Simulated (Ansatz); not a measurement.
# LiBr: the cost of one run

Program: Ansatz 0.2.0. Level of theory: DFT PBEsol, all-electron LAPW, scalar-relativistic unless said. These are calculated values, not measurements.

### Step 1. The starting structure

Symmetry: Fm-3m, No. 225, cubic system. Conventional cell: a = 5.412 Å, b = 5.412 Å, c = 5.412 Å, α = 90.00°, β = 90.00°, γ = 90.00°. Li (site symmetry m-3m) is surrounded by 6 Br at 2.71 Å. Around Br (site symmetry m-3m) lie 6 Li at 2.71 Å.

Coordinates:

```xyz
2
Lattice="2.7061 2.7061 0.0000 -2.7061 2.7061 0.0000 0.0000 2.7061 2.7061" Properties=species:S:1:pos:R:3 pbc="T T T"
Li    0.0000    0.0000    0.0000
Br    0.0000    2.7061    0.0000
```

Cartesian axes are those of the input's lattice vectors. The structure goes back to a database entry.

### Step 2. Reference run, fine mesh, LAPW

input.yaml

```yaml
crystal:
  lattice:
    - [2.70612529757, 2.70612529757, 0.0]
    - [-2.70612529757, 2.70612529757, 0.0]
    - [0.0, 2.70612529757, 2.70612529757]
  atoms:
    - { symbol: Li, position: [0.0, 0.0, 0.0] }
    - { symbol: Br, position: [0.5, 0.5, 0.0] }
kpoints:
  mp_grid: { grid: [8, 8, 8] }
scf:
  occupations: { method: fixed }
hamiltonian:
  xc: pbesol
  pseudopotentials: { kind: all_electron, lapw: { basis_error: 0.001 } }
magnetization:
  noncollinear: true
  spin_orbit: true
output:
  forces: true
  stress: true
  eigenvalues: true
  eigenstates:
    nscf_kmesh: { grid: [12, 12, 12] }
    de_dk: true
    e_range: [-9, 14.97634951515]
checkpoint:
  write: ck
  write_wavefunctions: false
```

Launch:

```console
ansatz run input.yaml --threads 1 --pin off --max-ram 3072MiB --backend cpu --events-out ev --progress --plain --runs-dir out
```

What time and memory should one allow on 1 thread of Intel Xeon Platinum 8488C (Sapphire Rapids), shared host?

About 33 s, with a peak of 0.37 GiB.
